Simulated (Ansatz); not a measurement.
## Bands of Ga

```xyz
1
Lattice="0.0000 2.1174 2.1174 2.1174 0.0000 2.1174 2.1174 2.1174 0.0000" Properties=species:S:1:pos:R:3 pbc="T T T"
Ga    0.0000    0.0000    0.0000
```

The conventional cell has a = 4.235 Å, b = 4.235 Å, c = 4.235 Å, α = 90.00°, β = 90.00°, γ = 90.00°. Ga (atom 1) has 12 Ga at 2.99 Å as nearest neighbours.

The cell was built from the fcc type and relaxed in the same program, and has space group Fm-3m; it needn't be a known or the stable phase.

Computed with DFT, PBE, all-electron LAPW, scalar-relativistic in Ansatz 0.2.0.

The runs use a Γ-centred 17×17×17 k mesh, Fermi–Dirac smearing of 0.05 eV, basis error target 0.25 meV/atom, no spin polarisation.

Points in fractions of the reciprocal vectors of this cell: Γ (0, 0, 0), X (0.5, 0, 0.5), U (0.625, 0.25, 0.625), K (0.375, 0.375, 0.75), L (0.5, 0.5, 0.5), W (0.5, 0.25, 0.75). The path joins them by straight lines in the order Γ–X–U–K–Γ–L–W–X; legs that retrace an earlier one aren't tabulated. Energies are in eV from the Fermi level.

(1) Metal or insulator at this level of theory?

(2) Tabulate bands 8 to 13, counted from the lowest band of the run, along the path.

## Answers

(1) No gap opens: metallic or semimetallic.

(2) 
```
k (1/Å)  point  band 8  band 9  band 10  band 11  band 12  band 13
   0.00      Γ  -14.75  -14.75   -10.99    12.16    12.16    12.16
   0.37         -14.78  -14.74   -10.46     9.85     9.85    10.60
   0.74         -14.75  -14.70    -8.84     7.12     7.21     7.21
   1.11         -14.66  -14.66    -6.15     2.18     5.50     5.50
   1.48      X  -14.62  -14.62    -2.51    -2.34     4.92     4.92
   1.61         -14.63  -14.63    -2.44    -2.30     4.01     4.99
   1.75         -14.65  -14.63    -2.21    -2.18     2.42     5.20
   1.88         -14.68  -14.64    -2.05    -1.84     0.89     5.56
   2.01      U  -14.71  -14.66    -2.19    -1.32    -0.18     6.04
   2.24         -14.72  -14.65    -2.60    -1.29     0.48     4.65
   2.46         -14.73  -14.64    -2.77    -1.43     1.62     3.16
   2.69         -14.72  -14.65    -2.60    -1.29     0.48     4.65
   2.92      K  -14.71  -14.66    -2.19    -1.32    -0.18     6.04
   3.31         -14.75  -14.72    -5.55     1.00     1.04     8.22
   3.70         -14.78  -14.71    -8.56     4.18     4.48    11.03
   4.10         -14.77  -14.74   -10.39     8.49     8.83    12.33
   4.49      Γ  -14.75  -14.75   -10.99    12.16    12.16    12.16
   4.81         -14.75  -14.75   -10.59     8.51    11.47    11.47
   5.13         -14.73  -14.73    -9.37     3.59    10.54    10.54
   5.45         -14.67  -14.67    -7.34    -0.75     9.98     9.98
   5.78      L  -14.65  -14.65    -4.94    -3.93     9.81     9.81
   6.04         -14.68  -14.65    -4.71    -3.63     7.61     8.57
   6.30         -14.74  -14.66    -3.98    -2.78     4.44     5.83
   6.56         -14.73  -14.64    -2.77    -1.43     1.62     3.16
   6.82      W  -14.72  -14.62    -1.52    -0.18    -0.18     1.46
   7.01         -14.71  -14.62    -1.69    -1.18     1.06     1.88
   7.20         -14.69  -14.62    -2.01    -1.91     2.50     2.89
   7.38         -14.64  -14.62    -2.36    -2.26     4.01     4.14
   7.57      X  -14.62  -14.62    -2.51    -2.34     4.92     4.92
```
